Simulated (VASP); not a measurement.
Here is a VASP 6.6.1 calculation.

The input INCAR:

```
SYSTEM = ZnO
  PREC = Accurate
  ENCUT = 520
  EDIFF = 1E-7
  ISMEAR = -1
  SIGMA = 0.05
  LREAL = .FALSE.
  LASPH = .TRUE.
  NELM = 60
  ALGO = Normal
  ISIF = 2
  LWAVE = .FALSE.
  LCHARG = .FALSE.
  GGA = PE
  NBANDS = 26
```

File KPOINTS:

```
regular mesh
0
G
  9 9 5
  0 0 0
```

File POSCAR:

```
ZnO
1.0
    3.2493080000      0.0000000000      0.0000000000
   -1.6246540000      2.8139832727      0.0000000000
    0.0000000000      0.0000000000      5.2057090000
Zn O
2 2
Direct
    0.6695610000      0.3413150000     -0.0076450000
    0.3193350000      0.6515870000      0.5141600000
    0.3316920000      0.6765420000      0.8878760000
    0.6806100000      0.3351250000      0.3848630000
```

Potentials or basis: VASP PAW PBE potentials, release 64 (Zn, O).

Run with:

```bash
$ cat potpaw_PBE.64/Zn/POTCAR potpaw_PBE.64/O/POTCAR > POTCAR
$ mpirun -np 1 vasp_std > vasp.out
```

Problem. Predict the band gap on the k mesh.

Solution. 0.75 eV, direct.

Problem. Estimate the largest force.

Solution. 1.035 eV/Å.

Stress tensor (GPa, compression positive):
```
7.51 2.37 0.88
2.37 5.73 0.95
0.88 0.95 6.23
```
